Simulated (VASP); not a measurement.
Set up this calculation in VASP 6.6.1, as the native input.

```
Task                   : relaxation of shape and atoms at fixed volume
Functional             : PBE
Dispersion             : D3(BJ)
Potentials or basis    : VASP PAW PBE potentials, release 64 (Re)
Cutoff                 : 600 eV
k mesh                 : 15 × 15 × 8
Occupations            : methfessel-paxton, width 0.1 eV
Spin                   : no spin polarisation
Further INCAR settings : ALGO = Normal; EDIFF = 1e-07; IBRION = 2; EDIFFG = -0.01; NSW = 40; ISIF = 4
```

The structure of Re lies in POSCAR:

```
Re                                      
1.0
    2.7353004857      0.0000000000      0.0000000000
   -1.3676502429      2.3688397077      0.0000000000
    0.0000000000      0.0000000000      4.4321482492
  Re            
     2
Direct
     0.3333333332999970    0.6666666667000030    0.2500000000000000
     0.6666666667000030    0.3333333332999970    0.7500000000000000
```

The cell isn't the ideal one: a relaxed cell with its volume scaled by 0.98.

The input as run:

INCAR

```
ALGO = Normal
EDIFF = 1E-7
EDIFFG = -0.01
ENCUT = 600
GGA = PE
IBRION = 2
ISIF = 4
ISMEAR = 1
IVDW = 12
LASPH = True
LCHARG = False
LREAL = False
LWAVE = False
NELM = 80
NSW = 40
PREC = Accurate
SIGMA = 0.1
```

KPOINTS

```
k-points
0
Gamma
  15 15 8
```

Potentials or basis: VASP PAW PBE potentials, release 64 (Re).

Launch:

```sh
$ cat potpaw_PBE.64/Re/POTCAR > POTCAR
$ mpirun -np 1 vasp_std > vasp.out
```

Results of the run:

The pressure after relaxing is 8.4 GPa, the band gap on the k mesh is none (metal or under the smearing width) and the dispersion energy per atom is -0.672 eV.

Caveat: the relaxation stopped at its first step, so nothing moved; pairwise dispersion overbinds metals, which lowers pressure and volume.

Wall time 25 s on 1 thread of Intel(R) Xeon(R) 6975P-C (Granite Rapids) (shared host), peak memory 0.2 GiB.
